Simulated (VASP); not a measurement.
Input of a VASP 6.6.1 run:

INCAR

```
SYSTEM = Si16N
  ALGO = Fast
  EDIFF = 1E-6
  ENCUT = 520
  GGA = PE
  ISIF = 2
  ISMEAR = -1
  ISPIN = 2
  LASPH = .TRUE.
  LCHARG = .FALSE.
  LORBIT = 11
  LREAL = Auto
  LWAVE = .FALSE.
  MAGMOM = 0 0 0 0 0 0 0 0 0 0 0 0 0 0 0 0 0
  NBANDS = 52
  NELM = 150
  PREC = Accurate
  SIGMA = 0.02
```

KPOINTS

```
k-points
0
G
  2 2 2
  0 0 0
```

Contents of POSCAR:

```
Si16N
1.0
    0.0000000000      5.4300000000      5.4300000000
    5.4300000000      0.0000000000      5.4300000000
    5.4300000000      5.4300000000      0.0000000000
Si N
16 1
Direct
   -0.0154327808      0.0320626151      0.0000552486
    0.1032780847      0.1354511971      0.1517127072
   -0.0171915285     -0.0243554328      0.5351473297
    0.1050828729      0.1471823204      0.6247145488
   -0.0146224678      0.4980662983      0.0097790055
    0.1159668508      0.6632965009      0.0964088398
   -0.0006445672      0.4988213628      0.4776243094
    0.1260957643      0.5953775322      0.6375322284
    0.4834069982      0.0399079190     -0.0046040516
    0.6203959484      0.1479281768      0.1325690608
    0.6047237569     -0.0548158379      0.4676151013
    0.5420534070      0.1605064457      0.6353683241
    0.4809116022      0.5216666667      0.0488858195
    0.6027992634      0.6731491713      0.1445119705
    0.4947145488      0.5255801105      0.5073480663
    0.6409852670      0.5880755064      0.6812062615
    0.3631123389      0.0965193370      0.5982136280
```

Potentials or basis: VASP PAW PBE potentials, release 64 (Si, N).

The run is started by

```sh
$ cat potpaw_PBE.64/Si/POTCAR potpaw_PBE.64/N/POTCAR > POTCAR
$ mpirun -np 1 vasp_std > vasp.out
```

**Question.** What does it give for the net moment?

**Answer.** 0.00 μB per cell.

**Question.** What does it give for the largest force?

**Answer.** 1.561 eV/Å.

**Question.** What does it give for the band gap on the k mesh?

**Answer.** None (metal or under the smearing width).

**Question.** Estimate the pressure.

**Answer.** 3.8 GPa.

Forces in eV/Å, atoms in the order of the input:
```
Si  -0.135 -0.386  0.538
Si  -0.252  0.770 -0.643
Si   0.128 -0.351  0.552
Si  -0.328  0.768 -1.135
Si   0.986 -0.349  0.665
Si  -0.121  0.267 -1.033
Si   0.951 -0.249  0.972
Si   0.351 -0.881  0.068
Si   0.947  0.277 -0.111
Si  -0.841 -1.306  0.159
Si  -0.404  0.795 -0.918
Si  -0.280  0.079  0.393
Si  -0.350 -0.219 -0.164
Si  -1.091  0.336  0.375
Si   0.788  0.871 -0.285
Si  -0.849 -1.282 -0.048
N    0.498  0.859  0.616
```

Caveat: the k mesh is coarse (spacing up to 0.50 Å⁻¹), so the values aren't converged.
